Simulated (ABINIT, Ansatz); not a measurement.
# Quasiparticle gap of KBr (Fm-3m) in ABINIT, part 3 of 3

How does a plane-wave GW calculation on KBr (Fm-3m) run from the first input to the gap?

ABINIT 10.8.3; LDA and many-body steps on it, plane waves. Known limits of the many-body steps: not at the basis limit; no spin-orbit coupling.

So far. Step 4 (Empty states on the mesh, 4×4×4 mesh, 78 bands): On this mesh the gap is 4.032 eV. Step 5 (Screening, 4×4×4 mesh, 72 bands, screening to 119.7 eV): Local fields lower ε∞ by 17 %.

### Step 6. Self-energy, 4×4×4 mesh, 72 bands, screening to 119.7 eV

The self-energy is evaluated for the states that the input lists, and the levels follow from it, in one-shot runs by the linearised quasiparticle equation.

This step: G0W0 on LDA, plane waves, norm-conserving pseudopotentials.

run.abi reads:

```
acell 3*1.0 Angstrom
rprim 
  0.000000000000 3.300000000000 3.300000000000
  3.300000000000 -0.000000000000 3.300000000000
  3.300000000000 3.300000000000 0.000000000000
ntypat 2
znucl 19 35
natom 2
typat 1 2
xred 
  0.000000000000 0.000000000000 0.000000000000
  0.500000000000 0.500000000000 0.500000000000
pp_dirpath "pseudos"
pseudos "K.upf, Br.upf"
ecut 32
ngkpt 4 4 4
nshiftk 1
shiftk 0 0 0
kptopt 1
chksymbreak 0
istwfk *1
occopt 1
irdwfk 1
optdriver 4
nband 72
gwcalctyp 0
ecutsigx 32
symsigma 1
nkptgw 1
kptgw 
  0.0000000000 0.0000000000 0.0000000000
bdgw 
  6 12
ecuteps 4.4
irdscr 1
ppmodel 1
indata_prefix "in"
outdata_prefix "out"
tmpdata_prefix "tmp"
```

Launch:

```sh
OMP_NUM_THREADS=1 mpirun -n 4 abinit run.abi > log
```

Numbers of over 12 decimals in the logs are rounded to 6 here.

The program printed:

```text
.Version 10.8.3 of ABINIT. v10.8.2 released Aug 2026.

 Symmetries : space group Fm -3 m (#225); Bravais cF (face-center cubic)
[... echo of the input left out ...]
== DATASET  1 ==================================================================
-   mpi_nproc: 4, omp_nthreads: 1 (-1 if OMP is not activated)

--- !DatasetInfo
iteration_state: {dtset: 1, }
dimensions: {natom: 2, nkpt: 8, mband: 72, nsppol: 1, nspinor: 1, nspden: 1, mpw: 4279, }
cutoff_energies: {ecut:  32.0, pawecutdg:  -1.0, }
electrons: {nelect:   1.60000000E+01, charge:   0.00000000E+00, occopt:   1.00000000E+00, tsmear:   1.00000000E-02, }

 SIGMA: Calculation of the GW corrections

 Based on a program developped by R.W. Godby, V. Olevano, G. Onida, and L. Reining.
 Incorporated in ABINIT by V. Olevano, G.-M. Rignanese, and M. Torrent.
.Using double precision arithmetic ; gwpc =  8

[... cell and pseudopotentials left out ...]
--------------------------------------------------------------------------------

 ==== K-mesh for the wavefunctions ====
 Number of points in the irreducible wedge :     8
[... list of points left out ...]
 Together with 48 symmetry operations and time-reversal symmetry
 yields    64 points in the full Brillouin Zone.

 ==== Q-mesh for screening function ====
 Number of points in the irreducible wedge :     8
[... list of points left out ...]
 Together with 48 symmetry operations and time-reversal symmetry
 yields    64 points in the full Brillouin Zone.

 vcoul_init : cutoff-mode = AUXILIARY_FUNCTION
 q-points for optical limit:   1
     1)      0.000010    0.000020    0.000030
 setmesh: FFT mesh size selected  =    45x   45x   45
          total number of points  =        91125

 Number of electrons calculated from density =   16.0000; Expected =   16.0000
 average of density, n =  0.032988
 r_s =    1.9343
 omega_plasma =   17.5199 [eV]

 === KS Band Gaps ===
  >>>> For spin  1
   Minimum direct gap =   4.0319 [eV], located at k-point      :   0.0000  0.0000  0.0000
   Fundamental gap    =   4.0319 [eV], Top of valence bands at :   0.0000  0.0000  0.0000
                                       Bottom of conduction at :   0.0000  0.0000  0.0000
 SIGMA fundamental parameters:
 PLASMON POLE MODEL  1
 number of plane-waves for SigmaX                 4279
 number of plane-waves for SigmaC and W            181
 number of plane-waves for wavefunctions          4279
 number of bands                                    72
 number of independent spin polarizations            1
 number of spinorial components                      1
 number of k-points in IBZ                           8
 number of q-points in IBZ                           8
 number of symmetry operations                      48
 number of k-points in BZ                           64
 number of q-points in BZ                           64
 number of frequencies for dSigma/dE                 9
 frequency step for dSigma/dE [eV]                0.25
 number of omega for Sigma on real axis              0
 max omega for Sigma on real axis  [eV]           0.00
 zcut for avoiding poles [eV]                     0.10

 EPSILON^-1 parameters (SCR file):
 dimension of the eps^-1 matrix on file            181
 dimension of the eps^-1 matrix used               181
 number of plane-waves for wavefunctions          4279
 number of bands                                    72
 number of q-points in IBZ                           8
 number of frequencies                               2
 number of real frequencies                          1
 number of imag frequencies                          1

 matrix elements of self-energy operator (all in [eV])

 Perturbative Calculation

--- !SelfEnergy_ee
iteration_state: {dtset: 1, }
kpoint     : [   0.000,    0.000,    0.000, ]
spin       : 1
KS_gap     :    4.032
QP_gap     :    6.718
Delta_QP_KS:    2.686
data: !SigmaeeData |
     Band     E0 <VxcDFT>   SigX SigC(E0)      Z dSigC/dE  Sig(E)    E-E0       E
        6  -0.201 -12.640 -16.505   1.980   0.812  -0.232 -14.170  -1.529  -1.731
        7  -0.201 -12.640 -16.505   1.980   0.812  -0.232 -14.170  -1.529  -1.731
        8  -0.201 -12.640 -16.505   1.980   0.812  -0.232 -14.170  -1.529  -1.731
        9   3.831  -7.272  -3.194  -2.735   0.861  -0.161  -6.115   1.157   4.987
       10   7.158  -8.721  -3.699  -2.887   0.856  -0.168  -6.893   1.828   8.986
       11   7.158  -8.721  -3.699  -2.887   0.856  -0.168  -6.893   1.828   8.986
       12   7.158  -8.721  -3.699  -2.887   0.856  -0.168  -6.893   1.828   8.986

== END DATASET(S) ==============================================================
================================================================================

 -outvars: echo values of variables after computation  --------
           etotal      0.0000000000E+00
            nband          72
             nkpt           8
          spgroup         225
 [... the other variables as echoed above ...]

 Calculation completed.
```

Run time: 4.6 s. Hardware: 4 MPI ranks of Intel Xeon Platinum 8375C at 2.90GHz (Ice Lake), shared host; peak memory 0.71 GiB; 18 s of CPU time.

This step gave:

* G0W0 gap on the points computed: 6.718 eV
* starting gap on the mesh: 4.032 eV
* k of the valence top: 0, 0, 0
* k of the conduction bottom: 0, 0, 0
* Z at the valence top: 0.812
* Z at the conduction bottom: 0.861
* least direct G0W0 gap on the computed points: 6.718 eV

The gap on the mesh goes from 4.03 eV to 6.72 eV, a correction of +2.69 eV.

Limits: finite bands, cutoff and mesh; no spin-orbit coupling. v1 is the top filled band, c1 the lowest empty one. Levels before and after the correction, in eV, zero at the valence-band top of each column:

```csv
,conduction bottom,valence top
Kohn-Sham,4.03,0.00
G0W0,6.72,0.00
```

|  | level | energy (eV) |
| --- | --- | --- |
| Kohn-Sham | Γ v3-v1 | 0.000 |
| Kohn-Sham | Γ c1 | 4.032 |
| Kohn-Sham | Γ c2-c4 | 7.359 |
| G0W0 | Γ v3-v1 | 0.000 |
| G0W0 | Γ c1 | 6.718 |
| G0W0 | Γ c2-c4 | 10.717 |

### Step 7. Where the time went

Times are wall times on 4 MPI ranks of Intel Xeon Platinum 8375C at 2.90GHz (Ice Lake), shared host, good to a factor of about two.

```csv
step,time,share,memory (GiB)
ground state,9.5 s,14 %,0.37
bands along the symmetry lines,22 s,33 %,0.34
empty states on the mesh,18 s,27 %,0.35
screening,13 s,19 %,0.85
self-energy,4.6 s,7 %,0.71
```

### Step 8. Summary of results

```
LDA gap              : 4.03 eV, direct
G0W0 gap on the mesh : 6.72 eV
GW settings          : 4×4×4 mesh, 72 bands, screening to 119.7 eV, Godby-Needs plasmon pole
known limits         : not at the basis limit; no spin-orbit coupling
```

G0W0 moves the gap on the mesh from 4.03 eV to 6.72 eV (+2.69 eV), with Z of 0.81 and 0.86 at the edges. Local fields lower the RPA ε∞ on this mesh from 2.99 to 2.50. Only 1 of the mesh's irreducible points was corrected, so a valley elsewhere could overtake. Bands and cutoff are finite, so the gap is not at the basis limit. The miss can reach some tenths of an eV and take either sign; the mesh is an error of its own. In the G0W0 run levels were corrected at 1 k point alone, so a gap called «on the mesh» is the least over those, and an edge elsewhere would be missed. The many-body steps are scalar-relativistic: spin-orbit coupling is not in them.

[Paths, hosts, dates, memory and timing lines, banners, echoed tables and standing remarks are left out of the program output.]

[Logs are printed without paths, hosts, clocks, repeated set-up lines and the standing remarks that a program may print on its own settings, such as how far it seeks lower states.]

[Runs of the session that timed out or met a known fault of the program may be left out.]

[Hosts, paths, dates, database ids (printed as entryN), source tags and the programs' standing remarks are cut or masked in the printed files.]

[G0W0 gaps are taken among the corrected bands and points alone; a level outside them can change the order at an edge.]

[Where Ansatz stands beside ABINIT at settings called matched, ABINIT's density can come from a denser mesh and the files from another edition; pairs whose starting gaps differed by over 0.03 eV were left out, so agreement reads better than it is.]
